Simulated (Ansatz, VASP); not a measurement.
## CaSe: VASP beside Ansatz

```
Ca Se
1.0
     0.00000    3.08891    2.96754
     3.08891    0.00000    2.96754
     3.08891    3.08891    0.00000
Ca Se
1 1
Direct
  0.00000 0.00000 0.00000
  0.50000 0.50000 0.50000
```

Change from the starting cell: biaxial_xy strain +4.1%.

Alike in both runs: task single point; functional PBE; k mesh 8 × 8 × 8; occupations fermi-dirac, width 0.02 eV; no spin polarisation.

|  | VASP | Ansatz |
| --- | --- | --- |
| version | VASP 6.6.1 | Ansatz 0.2.0 |
| potentials or method | VASP PAW PBE potentials, release 64 (Ca_sv, Se) | plane waves, PAW |
| plane-wave cutoff (eV) | 520 | 420 |
| valence electrons in the cell | 16 | 26 |

|  | VASP | Ansatz | Ansatz less VASP |
| --- | --- | --- | --- |
| gap on the k mesh at the Fermi level (eV) | 2.20 | 2.20 | +0.007 |
| pressure (GPa) | -2.6 | -2.7 | -0.12 |
| largest component of the traceless stress (GPa) | 1.74 | 1.70 | -0.035 |

The two sets of potentials don't hold the same shells in valence.

A k mesh can miss the band edges.
